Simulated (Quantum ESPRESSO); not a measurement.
**Nd: single point with PBE**

Nd:

```xyz
2
Lattice="3.6570 0.0000 0.0000 -1.8285 3.1671 0.0000 0.0000 0.0000 5.9020" Properties=species:S:1:pos:R:3 pbc="T T T"
Nd    1.8285    1.0557    4.4265
Nd    0.0000    2.1114    1.4755
```

This isn't the form of Nd at room conditions, which is double hcp.

- Program: Quantum ESPRESSO 7.5
- Task: single point
- Functional: PBE
- Potentials or basis: SSSP 1.3 efficiency PBE
- Cutoff: 748 eV
- Density cutoff: 5987 eV
- k mesh: 8 × 8 × 5
- Occupations: fermi-dirac, width 0.05 eV
- Spin: collinear spin, ferromagnetic start
- Starting moments: [4.5, 4.5] μB
- Mixing beta: 0.3
- Most SCF iterations: 120
- SCF threshold: 4e-10 Ry

```json
{
 "Pressure": "0.3 GPa",
 "Band gap on the k mesh": "none (metal or under the smearing width)",
 "Net moment": "8.17 μB per cell",
 "Absolute moment": "8.17 μB per cell",
 "Site moments": "Nd +3.75 μB",
 "Valence electrons inside the program's atomic spheres": "Nd 12.55"
}
```

Stress tensor (GPa, compression positive):
```
 0.47  0.00  0.00
 0.00  0.47  0.00
 0.00  0.00 -0.14
```

Levels at points of the mesh, in eV from the Fermi level:
Spin up:
```csv
k point,band 15,band 16,band 17,band 18,band 19,band 20,band 21,band 22
"(0.00, 0.00, 0.00)",-0.26,-0.26,0.03,0.16,0.16,0.18,0.22,0.22
"(0.00, -0.50, 0.00)",-0.43,-0.37,-0.18,0.06,0.15,0.31,0.37,0.41
```
Spin down:
| k point | band 6 | band 7 | band 8 | band 9 | band 10 | band 11 | band 12 | band 13 | band 14 | band 15 |
| --- | --- | --- | --- | --- | --- | --- | --- | --- | --- | --- |
| (0.00, 0.00, 0.00) | -16.78 | -16.78 | -16.66 | -3.15 | -1.04 | 1.54 | 1.76 | 1.81 | 1.91 | 1.91 |
| (0.00, -0.50, 0.00) | -17.22 | -16.98 | -16.93 | -0.82 | -0.52 | -0.51 | 1.65 | 1.72 | 1.78 | 2.05 |

Run time: 7.6 min on 1 thread of Arm Neoverse V1, on a shared host, peak memory 0.79 GiB.

Caveat: the magnetic or orbital state may not be the lowest; spin-orbit coupling is left out, which moves the levels of the heavy elements. The state reached can hang on the start; a lower one may exist.
